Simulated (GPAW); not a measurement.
SiC (Moissanite):

```
Si C
1.0
     3.07600    0.00000    0.00000
    -1.53800    2.66389    0.00000
     0.00000    0.00000    5.04800
Si C
2 2
Direct
  0.66667 0.33333 0.50000
  0.33333 0.66667 0.00000
  0.66667 0.33333 0.88500
  0.33333 0.66667 0.38500
```

```yaml
Program: GPAW 26.7.0
Task: relaxation of cell and atoms
Functional: PBEint
Potentials_or_basis: PAW data sets generated in the run's folder for this functional
Cutoff: 800 eV
Basis: pw
k_mesh: 7 × 7 × 4
Occupations: fermi-dirac, width 0.05 eV
Spin: no spin polarisation
```

At the start: pressure 3.1 GPa; volume 10.34 Å³/atom.

How do energy, volume and symmetry change on relaxing?

Over 6 steps the energy falls by 10.5 meV/atom and the volume is 10.47 Å³/atom (+1.2 %); space group P6_3mc (No. 186, to 0.05 Å).

Step by step:
```
step  energy change (eV)  largest force (eV/Å)  pressure (GPa)  volume (Å³)
   1              0.0000                0.7641            3.05        41.36
   2             -0.0283                0.4122            2.36        41.45
   3             -0.0399                0.0571            1.45        41.60
   4             -0.0405                0.0162            1.26        41.64
   5             -0.0416                0.0293            0.49        41.78
   6             -0.0419                0.0188            0.06        41.86
```

Final structure:
```
CELL_PARAMETERS angstrom
3.08910 0.00000 0.00000
-1.54455 2.67524 0.00000
0.00000 0.00000 5.06580
ATOMIC_POSITIONS crystal
Si 0.66667 0.33333 0.50445
Si 0.33333 0.66667 0.00445
C 0.66667 0.33333 0.88055
C 0.33333 0.66667 0.38055
```

Caveat: later steps reuse the first step's grids.
